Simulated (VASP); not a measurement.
A run of VASP 6.6.1 is set up as follows.

The input INCAR:

```
SYSTEM = CdS
  ALGO = Normal
  EDIFF = 1E-6
  ENCUT = 520
  GGA = PE
  ISIF = 2
  ISMEAR = -1
  LASPH = .TRUE.
  LCHARG = .FALSE.
  LREAL = .FALSE.
  LWAVE = .FALSE.
  NELM = 100
  PREC = Accurate
  SIGMA = 0.05
```

KPOINTS

```
k-points
0
G
  7 7 4
  0 0 0
```

The input POSCAR:

```
CdS
1.0
    4.1500000000      0.0000000000      0.0000000000
   -2.0750000000      3.5940054257      0.0000000000
    0.0000000000      0.0000000000      6.7370000000
Cd S
2 2
Direct
    0.6666666667      0.3333333333      0.5000000000
    0.3333333333      0.6666666667      0.0000000000
    0.6666666667      0.3333333333      0.8750000000
    0.3333333333      0.6666666667      0.3750000000
```

KPOINTS_OPT

```
path GMKGALHA,LM,KH
20
line-mode
reciprocal
 0.0000000000  0.0000000000  0.0000000000  G
 0.5000000000  0.0000000000  0.0000000000  M

 0.5000000000  0.0000000000  0.0000000000  M
 0.3333333333  0.3333333333  0.0000000000  K

 0.3333333333  0.3333333333  0.0000000000  K
 0.0000000000  0.0000000000  0.0000000000  G

 0.0000000000  0.0000000000  0.0000000000  G
 0.0000000000  0.0000000000  0.5000000000  A

 0.0000000000  0.0000000000  0.5000000000  A
 0.5000000000  0.0000000000  0.5000000000  L

 0.5000000000  0.0000000000  0.5000000000  L
 0.3333333333  0.3333333333  0.5000000000  H

 0.3333333333  0.3333333333  0.5000000000  H
 0.0000000000  0.0000000000  0.5000000000  A

 0.5000000000  0.0000000000  0.5000000000  L
 0.5000000000  0.0000000000  0.0000000000  M

 0.3333333333  0.3333333333  0.0000000000  K
 0.3333333333  0.3333333333  0.5000000000  H
```

Potentials or basis: VASP PAW PBE potentials, release 54 (Cd, S).

Command:

```sh
$ cat potpaw_PBE.54/Cd/POTCAR potpaw_PBE.54/S/POTCAR > POTCAR
$ mpirun -np 1 vasp_std > vasp.out
```

(1) Estimate the band gap along the path.

(2) Predict the pressure.

(3) What does it give for the band gap on the k mesh?

Results:

(1) 1.20 eV, direct.

(2) 2.4 GPa.

(3) 1.20 eV, direct.

**The experiment to reproduce.**

From “Isotope dependence of band-gap energy”, 2008, arxiv:0807.2152, for a bulk crystal of CdS: band gap 2.5809 ± 0.0002 eV.

Measured gap of CdS: 2.5809 eV (quoted in “Isotope dependence of band-gap energy”, 2008, arxiv:0807.2152). This calculation gives 1.20 eV (-1.38 eV). So large a miss can be the level of theory's own, or it may mean another phase, state or a wrong row. Spin-orbit coupling on Cd is left out. The value is that of PBE, without temperature or zero-point motion. Semilocal functionals fall short of measured gaps as a rule.
